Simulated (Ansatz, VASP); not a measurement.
# GaSb in two plane-wave programs, part 5 of 5

Wanted: the spread between two codes on one cell, functional and k mesh. The structure shown is the start of the Ansatz relaxation below; VASP solves that cell, so the two are compared at the walk's first step.

VASP 6.6.1 and Ansatz 0.2.0.

So far. Step 6 (VASP: single point, PBEsol, start cell, pair 2): The run ends at a pressure of 1.09 GPa, with forces up to 0.082 eV/Å.

**10. VASP: single point, PBEsol, start cell, pair 3**

Level of this step: PBEsol; plane waves and PAW (Ga_d, Sb) (VASP).

The same cell, functional, mesh and smearing now go to VASP, with its own data sets.

The input, INCAR:

```
SYSTEM = GaSb
PREC = Accurate
ENCUT = 400
EDIFF = 1E-06
NELM = 120
ISMEAR = 0
SIGMA = 0.015
LREAL = .FALSE.
ALGO = Normal
GGA = PS
NBANDS = 15
LORBIT = 11
LWAVE = .FALSE.
LCHARG = .FALSE.
ISIF = 2
ISYM = 2
LASPH = .TRUE.
GGA_COMPAT = .FALSE.
EFERMI = MIDGAP
KPAR = 2
```

The input, POSCAR:

```
GaSb
1.0
   -0.0152790000      3.0405120000      3.0557910000
    3.0405120000     -0.0152790000      3.0557910000
    3.0252330000      3.0252330000      0.0000000000
Ga Sb
1 1
Direct
    0.0000160351      0.0000160351      0.0000160285
    0.7499838831      0.7499838831      0.7499838880
```

The input, KPOINTS:

```
Points of the shifted mesh
1728
Reciprocal
 0.0416666667  0.0416666667  0.0416666667 1
 0.0416666667  0.0416666667  0.1250000000 1
 0.0416666667  0.0416666667  0.2083333333 1
 0.0416666667  0.0416666667  0.2916666667 1
 0.0416666667  0.0416666667  0.3750000000 1
 0.0416666667  0.0416666667  0.4583333333 1
 0.0416666667  0.0416666667  0.5416666667 1
 0.0416666667  0.0416666667  0.6250000000 1
 0.0416666667  0.0416666667  0.7083333333 1
 0.0416666667  0.0416666667  0.7916666667 1
 0.0416666667  0.0416666667  0.8750000000 1
 0.0416666667  0.0416666667  0.9583333333 1
 0.0416666667  0.1250000000  0.0416666667 1
 0.0416666667  0.1250000000  0.1250000000 1
 0.0416666667  0.1250000000  0.2083333333 1
 0.0416666667  0.1250000000  0.2916666667 1
 0.0416666667  0.1250000000  0.3750000000 1
 0.0416666667  0.1250000000  0.4583333333 1
 0.0416666667  0.1250000000  0.5416666667 1
 0.0416666667  0.1250000000  0.6250000000 1
 0.0416666667  0.1250000000  0.7083333333 1
 0.0416666667  0.1250000000  0.7916666667 1
 0.0416666667  0.1250000000  0.8750000000 1
 0.0416666667  0.1250000000  0.9583333333 1
 0.0416666667  0.2083333333  0.0416666667 1
 0.0416666667  0.2083333333  0.1250000000 1
 0.0416666667  0.2083333333  0.2083333333 1
 0.0416666667  0.2083333333  0.2916666667 1
 0.0416666667  0.2083333333  0.3750000000 1
 0.0416666667  0.2083333333  0.4583333333 1
 0.0416666667  0.2083333333  0.5416666667 1
 0.0416666667  0.2083333333  0.6250000000 1
 0.0416666667  0.2083333333  0.7083333333 1
 0.0416666667  0.2083333333  0.7916666667 1
 0.0416666667  0.2083333333  0.8750000000 1
 0.0416666667  0.2083333333  0.9583333333 1
 0.0416666667  0.2916666667  0.0416666667 1
 0.0416666667  0.2916666667  0.1250000000 1
 0.0416666667  0.2916666667  0.2083333333 1
 0.0416666667  0.2916666667  0.2916666667 1
 0.0416666667  0.2916666667  0.3750000000 1
 0.0416666667  0.2916666667  0.4583333333 1
 0.0416666667  0.2916666667  0.5416666667 1
 0.0416666667  0.2916666667  0.6250000000 1
 0.0416666667  0.2916666667  0.7083333333 1
 0.0416666667  0.2916666667  0.7916666667 1
 0.0416666667  0.2916666667  0.8750000000 1
 0.0416666667  0.2916666667  0.9583333333 1
 0.0416666667  0.3750000000  0.0416666667 1
 0.0416666667  0.3750000000  0.1250000000 1
 0.0416666667  0.3750000000  0.2083333333 1
 0.0416666667  0.3750000000  0.2916666667 1
 0.0416666667  0.3750000000  0.3750000000 1
 0.0416666667  0.3750000000  0.4583333333 1
 0.0416666667  0.3750000000  0.5416666667 1
 0.0416666667  0.3750000000  0.6250000000 1
 0.0416666667  0.3750000000  0.7083333333 1
 0.0416666667  0.3750000000  0.7916666667 1
 0.0416666667  0.3750000000  0.8750000000 1
 0.0416666667  0.3750000000  0.9583333333 1
 0.0416666667  0.4583333333  0.0416666667 1
 0.0416666667  0.4583333333  0.1250000000 1
 0.0416666667  0.4583333333  0.2083333333 1
 0.0416666667  0.4583333333  0.2916666667 1
 0.0416666667  0.4583333333  0.3750000000 1
 0.0416666667  0.4583333333  0.4583333333 1
 0.0416666667  0.4583333333  0.5416666667 1
 0.0416666667  0.4583333333  0.6250000000 1
 0.0416666667  0.4583333333  0.7083333333 1
 0.0416666667  0.4583333333  0.7916666667 1
 0.0416666667  0.4583333333  0.8750000000 1
 0.0416666667  0.4583333333  0.9583333333 1
 0.0416666667  0.5416666667  0.0416666667 1
 0.0416666667  0.5416666667  0.1250000000 1
 0.0416666667  0.5416666667  0.2083333333 1
 0.0416666667  0.5416666667  0.2916666667 1
 0.0416666667  0.5416666667  0.3750000000 1
 0.0416666667  0.5416666667  0.4583333333 1
 0.0416666667  0.5416666667  0.5416666667 1
 0.0416666667  0.5416666667  0.6250000000 1
 0.0416666667  0.5416666667  0.7083333333 1
 0.0416666667  0.5416666667  0.7916666667 1
 0.0416666667  0.5416666667  0.8750000000 1
 0.0416666667  0.5416666667  0.9583333333 1
 0.0416666667  0.6250000000  0.0416666667 1
 0.0416666667  0.6250000000  0.1250000000 1
 0.0416666667  0.6250000000  0.2083333333 1
 0.0416666667  0.6250000000  0.2916666667 1
 0.0416666667  0.6250000000  0.3750000000 1
 0.0416666667  0.6250000000  0.4583333333 1
 0.0416666667  0.6250000000  0.5416666667 1
 0.0416666667  0.6250000000  0.6250000000 1
 0.0416666667  0.6250000000  0.7083333333 1
 0.0416666667  0.6250000000  0.7916666667 1
 0.0416666667  0.6250000000  0.8750000000 1
 0.0416666667  0.6250000000  0.9583333333 1
 0.0416666667  0.7083333333  0.0416666667 1
 0.0416666667  0.7083333333  0.1250000000 1
 0.0416666667  0.7083333333  0.2083333333 1
 0.0416666667  0.7083333333  0.2916666667 1
 0.0416666667  0.7083333333  0.3750000000 1
 0.0416666667  0.7083333333  0.4583333333 1
 0.0416666667  0.7083333333  0.5416666667 1
 0.0416666667  0.7083333333  0.6250000000 1
 0.0416666667  0.7083333333  0.7083333333 1
 0.0416666667  0.7083333333  0.7916666667 1
 0.0416666667  0.7083333333  0.8750000000 1
 0.0416666667  0.7083333333  0.9583333333 1
 0.0416666667  0.7916666667  0.0416666667 1
 0.0416666667  0.7916666667  0.1250000000 1
 0.0416666667  0.7916666667  0.2083333333 1
 0.0416666667  0.7916666667  0.2916666667 1
[... 1390 lines left out ...]
 0.8750000000  0.4583333333  0.1250000000 1
 0.8750000000  0.4583333333  0.2083333333 1
 0.8750000000  0.4583333333  0.2916666667 1
 0.8750000000  0.4583333333  0.3750000000 1
 0.8750000000  0.4583333333  0.4583333333 1
 0.8750000000  0.4583333333  0.5416666667 1
 0.8750000000  0.4583333333  0.6250000000 1
 0.8750000000  0.4583333333  0.7083333333 1
 0.8750000000  0.4583333333  0.7916666667 1
 0.8750000000  0.4583333333  0.8750000000 1
 0.8750000000  0.4583333333  0.9583333333 1
 0.8750000000  0.5416666667  0.0416666667 1
 0.8750000000  0.5416666667  0.1250000000 1
 0.8750000000  0.5416666667  0.2083333333 1
 0.8750000000  0.5416666667  0.2916666667 1
 0.8750000000  0.5416666667  0.3750000000 1
 0.8750000000  0.5416666667  0.4583333333 1
 0.8750000000  0.5416666667  0.5416666667 1
 0.8750000000  0.5416666667  0.6250000000 1
 0.8750000000  0.5416666667  0.7083333333 1
 0.8750000000  0.5416666667  0.7916666667 1
 0.8750000000  0.5416666667  0.8750000000 1
 0.8750000000  0.5416666667  0.9583333333 1
 0.8750000000  0.6250000000  0.0416666667 1
 0.8750000000  0.6250000000  0.1250000000 1
 0.8750000000  0.6250000000  0.2083333333 1
 0.8750000000  0.6250000000  0.2916666667 1
 0.8750000000  0.6250000000  0.3750000000 1
 0.8750000000  0.6250000000  0.4583333333 1
 0.8750000000  0.6250000000  0.5416666667 1
 0.8750000000  0.6250000000  0.6250000000 1
 0.8750000000  0.6250000000  0.7083333333 1
 0.8750000000  0.6250000000  0.7916666667 1
 0.8750000000  0.6250000000  0.8750000000 1
 0.8750000000  0.6250000000  0.9583333333 1
 0.8750000000  0.7083333333  0.0416666667 1
 0.8750000000  0.7083333333  0.1250000000 1
 0.8750000000  0.7083333333  0.2083333333 1
 0.8750000000  0.7083333333  0.2916666667 1
 0.8750000000  0.7083333333  0.3750000000 1
 0.8750000000  0.7083333333  0.4583333333 1
 0.8750000000  0.7083333333  0.5416666667 1
 0.8750000000  0.7083333333  0.6250000000 1
 0.8750000000  0.7083333333  0.7083333333 1
 0.8750000000  0.7083333333  0.7916666667 1
 0.8750000000  0.7083333333  0.8750000000 1
 0.8750000000  0.7083333333  0.9583333333 1
 0.8750000000  0.7916666667  0.0416666667 1
 0.8750000000  0.7916666667  0.1250000000 1
 0.8750000000  0.7916666667  0.2083333333 1
 0.8750000000  0.7916666667  0.2916666667 1
 0.8750000000  0.7916666667  0.3750000000 1
 0.8750000000  0.7916666667  0.4583333333 1
 0.8750000000  0.7916666667  0.5416666667 1
 0.8750000000  0.7916666667  0.6250000000 1
 0.8750000000  0.7916666667  0.7083333333 1
 0.8750000000  0.7916666667  0.7916666667 1
 0.8750000000  0.7916666667  0.8750000000 1
 0.8750000000  0.7916666667  0.9583333333 1
 0.8750000000  0.8750000000  0.0416666667 1
 0.8750000000  0.8750000000  0.1250000000 1
 0.8750000000  0.8750000000  0.2083333333 1
 0.8750000000  0.8750000000  0.2916666667 1
 0.8750000000  0.8750000000  0.3750000000 1
 0.8750000000  0.8750000000  0.4583333333 1
 0.8750000000  0.8750000000  0.5416666667 1
 0.8750000000  0.8750000000  0.6250000000 1
 0.8750000000  0.8750000000  0.7083333333 1
 0.8750000000  0.8750000000  0.7916666667 1
 0.8750000000  0.8750000000  0.8750000000 1
 0.8750000000  0.8750000000  0.9583333333 1
 0.8750000000  0.9583333333  0.0416666667 1
 0.8750000000  0.9583333333  0.1250000000 1
 0.8750000000  0.9583333333  0.2083333333 1
 0.8750000000  0.9583333333  0.2916666667 1
 0.8750000000  0.9583333333  0.3750000000 1
 0.8750000000  0.9583333333  0.4583333333 1
 0.8750000000  0.9583333333  0.5416666667 1
 0.8750000000  0.9583333333  0.6250000000 1
 0.8750000000  0.9583333333  0.7083333333 1
 0.8750000000  0.9583333333  0.7916666667 1
 0.8750000000  0.9583333333  0.8750000000 1
 0.8750000000  0.9583333333  0.9583333333 1
 0.9583333333  0.0416666667  0.0416666667 1
 0.9583333333  0.0416666667  0.1250000000 1
 0.9583333333  0.0416666667  0.2083333333 1
 0.9583333333  0.0416666667  0.2916666667 1
 0.9583333333  0.0416666667  0.3750000000 1
 0.9583333333  0.0416666667  0.4583333333 1
 0.9583333333  0.0416666667  0.5416666667 1
 0.9583333333  0.0416666667  0.6250000000 1
 0.9583333333  0.0416666667  0.7083333333 1
 0.9583333333  0.0416666667  0.7916666667 1
 0.9583333333  0.0416666667  0.8750000000 1
 0.9583333333  0.0416666667  0.9583333333 1
 0.9583333333  0.1250000000  0.0416666667 1
 0.9583333333  0.1250000000  0.1250000000 1
 0.9583333333  0.1250000000  0.2083333333 1
 0.9583333333  0.1250000000  0.2916666667 1
 0.9583333333  0.1250000000  0.3750000000 1
 0.9583333333  0.1250000000  0.4583333333 1
 0.9583333333  0.1250000000  0.5416666667 1
 0.9583333333  0.1250000000  0.6250000000 1
 0.9583333333  0.1250000000  0.7083333333 1
 0.9583333333  0.1250000000  0.7916666667 1
 0.9583333333  0.1250000000  0.8750000000 1
 0.9583333333  0.1250000000  0.9583333333 1
 0.9583333333  0.2083333333  0.0416666667 1
 0.9583333333  0.2083333333  0.1250000000 1
 0.9583333333  0.2083333333  0.2083333333 1
 0.9583333333  0.2083333333  0.2916666667 1
 0.9583333333  0.2083333333  0.3750000000 1
 0.9583333333  0.2083333333  0.4583333333 1
 0.9583333333  0.2083333333  0.5416666667 1
 0.9583333333  0.2083333333  0.6250000000 1
 0.9583333333  0.2083333333  0.7083333333 1
 0.9583333333  0.2083333333  0.7916666667 1
 0.9583333333  0.2083333333  0.8750000000 1
 0.9583333333  0.2083333333  0.9583333333 1
 0.9583333333  0.2916666667  0.0416666667 1
 0.9583333333  0.2916666667  0.1250000000 1
 0.9583333333  0.2916666667  0.2083333333 1
 0.9583333333  0.2916666667  0.2916666667 1
 0.9583333333  0.2916666667  0.3750000000 1
 0.9583333333  0.2916666667  0.4583333333 1
 0.9583333333  0.2916666667  0.5416666667 1
 0.9583333333  0.2916666667  0.6250000000 1
 0.9583333333  0.2916666667  0.7083333333 1
 0.9583333333  0.2916666667  0.7916666667 1
 0.9583333333  0.2916666667  0.8750000000 1
 0.9583333333  0.2916666667  0.9583333333 1
 0.9583333333  0.3750000000  0.0416666667 1
 0.9583333333  0.3750000000  0.1250000000 1
 0.9583333333  0.3750000000  0.2083333333 1
 0.9583333333  0.3750000000  0.2916666667 1
 0.9583333333  0.3750000000  0.3750000000 1
 0.9583333333  0.3750000000  0.4583333333 1
 0.9583333333  0.3750000000  0.5416666667 1
 0.9583333333  0.3750000000  0.6250000000 1
 0.9583333333  0.3750000000  0.7083333333 1
 0.9583333333  0.3750000000  0.7916666667 1
 0.9583333333  0.3750000000  0.8750000000 1
 0.9583333333  0.3750000000  0.9583333333 1
 0.9583333333  0.4583333333  0.0416666667 1
 0.9583333333  0.4583333333  0.1250000000 1
 0.9583333333  0.4583333333  0.2083333333 1
 0.9583333333  0.4583333333  0.2916666667 1
 0.9583333333  0.4583333333  0.3750000000 1
 0.9583333333  0.4583333333  0.4583333333 1
 0.9583333333  0.4583333333  0.5416666667 1
 0.9583333333  0.4583333333  0.6250000000 1
 0.9583333333  0.4583333333  0.7083333333 1
 0.9583333333  0.4583333333  0.7916666667 1
 0.9583333333  0.4583333333  0.8750000000 1
 0.9583333333  0.4583333333  0.9583333333 1
 0.9583333333  0.5416666667  0.0416666667 1
 0.9583333333  0.5416666667  0.1250000000 1
 0.9583333333  0.5416666667  0.2083333333 1
 0.9583333333  0.5416666667  0.2916666667 1
 0.9583333333  0.5416666667  0.3750000000 1
 0.9583333333  0.5416666667  0.4583333333 1
 0.9583333333  0.5416666667  0.5416666667 1
 0.9583333333  0.5416666667  0.6250000000 1
 0.9583333333  0.5416666667  0.7083333333 1
 0.9583333333  0.5416666667  0.7916666667 1
 0.9583333333  0.5416666667  0.8750000000 1
 0.9583333333  0.5416666667  0.9583333333 1
 0.9583333333  0.6250000000  0.0416666667 1
 0.9583333333  0.6250000000  0.1250000000 1
 0.9583333333  0.6250000000  0.2083333333 1
 0.9583333333  0.6250000000  0.2916666667 1
 0.9583333333  0.6250000000  0.3750000000 1
 0.9583333333  0.6250000000  0.4583333333 1
 0.9583333333  0.6250000000  0.5416666667 1
 0.9583333333  0.6250000000  0.6250000000 1
 0.9583333333  0.6250000000  0.7083333333 1
 0.9583333333  0.6250000000  0.7916666667 1
 0.9583333333  0.6250000000  0.8750000000 1
 0.9583333333  0.6250000000  0.9583333333 1
 0.9583333333  0.7083333333  0.0416666667 1
 0.9583333333  0.7083333333  0.1250000000 1
 0.9583333333  0.7083333333  0.2083333333 1
 0.9583333333  0.7083333333  0.2916666667 1
 0.9583333333  0.7083333333  0.3750000000 1
 0.9583333333  0.7083333333  0.4583333333 1
 0.9583333333  0.7083333333  0.5416666667 1
 0.9583333333  0.7083333333  0.6250000000 1
 0.9583333333  0.7083333333  0.7083333333 1
 0.9583333333  0.7083333333  0.7916666667 1
 0.9583333333  0.7083333333  0.8750000000 1
 0.9583333333  0.7083333333  0.9583333333 1
 0.9583333333  0.7916666667  0.0416666667 1
 0.9583333333  0.7916666667  0.1250000000 1
 0.9583333333  0.7916666667  0.2083333333 1
 0.9583333333  0.7916666667  0.2916666667 1
 0.9583333333  0.7916666667  0.3750000000 1
 0.9583333333  0.7916666667  0.4583333333 1
 0.9583333333  0.7916666667  0.5416666667 1
 0.9583333333  0.7916666667  0.6250000000 1
 0.9583333333  0.7916666667  0.7083333333 1
 0.9583333333  0.7916666667  0.7916666667 1
 0.9583333333  0.7916666667  0.8750000000 1
 0.9583333333  0.7916666667  0.9583333333 1
 0.9583333333  0.8750000000  0.0416666667 1
 0.9583333333  0.8750000000  0.1250000000 1
 0.9583333333  0.8750000000  0.2083333333 1
 0.9583333333  0.8750000000  0.2916666667 1
 0.9583333333  0.8750000000  0.3750000000 1
 0.9583333333  0.8750000000  0.4583333333 1
 0.9583333333  0.8750000000  0.5416666667 1
 0.9583333333  0.8750000000  0.6250000000 1
 0.9583333333  0.8750000000  0.7083333333 1
 0.9583333333  0.8750000000  0.7916666667 1
 0.9583333333  0.8750000000  0.8750000000 1
 0.9583333333  0.8750000000  0.9583333333 1
 0.9583333333  0.9583333333  0.0416666667 1
 0.9583333333  0.9583333333  0.1250000000 1
 0.9583333333  0.9583333333  0.2083333333 1
 0.9583333333  0.9583333333  0.2916666667 1
 0.9583333333  0.9583333333  0.3750000000 1
 0.9583333333  0.9583333333  0.4583333333 1
 0.9583333333  0.9583333333  0.5416666667 1
 0.9583333333  0.9583333333  0.6250000000 1
 0.9583333333  0.9583333333  0.7083333333 1
 0.9583333333  0.9583333333  0.7916666667 1
 0.9583333333  0.9583333333  0.8750000000 1
 0.9583333333  0.9583333333  0.9583333333 1
```

The projector-augmented-wave data sets are Ga_d and Sb (PBE family, release 64).

On the command line:

```sh
$ mpirun -np 2 vasp_std
```

Numbers of over 12 decimals in the logs are rounded to 6 here.

Output:

```text
[... set-up lines as in an earlier step ...]
 entering main loop
       N       E                     dE             d eps       ncg     rms          rms(c)
DAV:   1     0.729551640231E+02    0.72955E+02   -0.76868E+03 52543   0.128E+03
DAV:   2    -0.278323598046E+01   -0.75738E+02   -0.73224E+02 60170   0.269E+02
DAV:   3    -0.816167820663E+01   -0.53784E+01   -0.53635E+01 62466   0.626E+01
DAV:   4    -0.825216475243E+01   -0.90487E-01   -0.90474E-01 64057   0.919E+00
[...]
DAV:  10    -0.815222217766E+01    0.67343E-05   -0.20198E-05 69052   0.396E-02    0.105E-02
DAV:  11    -0.815223173887E+01   -0.95612E-05   -0.12295E-05 58679   0.249E-02    0.458E-03
DAV:  12    -0.815223184634E+01   -0.10747E-06   -0.42427E-07 54046   0.652E-03
   1 F= -.81522318E+01 E0= -.81522318E+01  d E =-.706833E-78
```

OUTCAR, selected parts (step 10):

```text
  Total        0.1898993      0.1898993      0.1097732      0.2115493     -0.0018048     -0.0018049
  in kB        5.3851514      5.3851514      3.1129390      5.9990982     -0.0511813     -0.0511819
  external PRESSURE =       4.6277473 kB  Pullay stress =       0.0000000 kB

 POSITION                                       TOTAL-FORCE (eV/Angst)
 -----------------------------------------------------------------------------------
      0.00010      0.00010      0.00010        -0.000205     -0.000205      0.074928
      4.53775      4.53775      4.58359         0.000205      0.000205     -0.074928
 -----------------------------------------------------------------------------------
    total drift:                               -0.000003     -0.000003      0.000633

  FREE ENERGIE OF THE ION-ELECTRON SYSTEM (eV)
  ---------------------------------------------------
  free  energy   TOTEN  =        -8.1522318463 eV

  energy  without entropy=       -8.1522318463  energy(sigma->0) =       -8.15223185

[... 1 part as in an earlier step ...]

[... 2 further parts left out ...]
[key lines of the parts left out:]
E-fermi :   5.0218
```

The run ends at a pressure of 0.46 GPa, with forces up to 0.075 eV/Å.

**11. Comparison**

What differs besides the data sets and the points named for the pairs above, as far as they apply: the data sets hold 28 valence electrons in Ansatz (on its PAW soft_1 files) and 18 in VASP. Total energies have different zeros and are not compared.

Forces (eV/Å; atoms numbered as in POSCAR):

```tsv
atom	Ansatz x, y, z	VASP x, y, z
Ga1	0.000, 0.000, 0.074	0.000, 0.000, 0.075
Sb2	0.000, 0.000, -0.074	0.000, 0.000, -0.075
```

The forces differ by 0.3 meV/Å r.m.s., which is 0.8 % of the r.m.s. force of 0.043 eV/Å (both taken over all components).

**12. What the set-up changes**

Further runs change the set-up of one program: Ansatz's method, potentials or start, or VASP's data sets, cutoff or form of LDA. The table gives that difference for each run.

```tsv
run	r.m.s. force difference (meV/Å)
as above	0.33
VASP with a cutoff of 500 eV (perhaps on Ansatz's relaxed cell)	0.19
```

**13. Results**

```yaml
r_m_s_force_difference_single_point_pbesol_start_cell_pair_1: 0.5 meV/Å
r_m_s_force_difference_single_point_pbesol_start_cell_pair_2: 0.35 meV/Å
r_m_s_force_difference_single_point_pbesol_start_cell_pair_3: 0.33 meV/Å
```

The r.m.s. force difference is 0.5 meV/Å (single point, PBEsol, start cell, pair 1), within the 12 meV/Å picked in this series as the mark of a large difference. The data sets hold unlike numbers of valence electrons (28 in Ansatz and 18 in VASP), so part of the differences comes from the potentials. Single point, PBEsol, start cell, pair 2, VASP with a cutoff of 500 eV (perhaps on Ansatz's relaxed cell): r.m.s. force difference goes from 0.35 to 0.13 meV/Å. Single point, PBEsol, start cell, pair 3, VASP with a cutoff of 500 eV (perhaps on Ansatz's relaxed cell): r.m.s. force difference goes from 0.33 to 0.19 meV/Å. 2 further runs of this series are not shown here. Such differences can come from data sets, numerical settings and the points named under the comparisons, not from the functional's error against experiment.

[Lines on the potential files, build, host, timing and source positions are cut from VASP's logs without a mark.]

[Logs are printed without paths, hosts, clocks, repeated set-up lines and the standing remarks that a program may print on its own settings, such as how far it seeks lower states.]

[Hosts, paths, dates, database ids (printed as entryN), source tags and the programs' standing remarks are cut or masked in the printed files.]

[Rows of further runs with another cutoff or data set may stand on the cell that Ansatz relaxed, not on the start cell of the pair above them.]
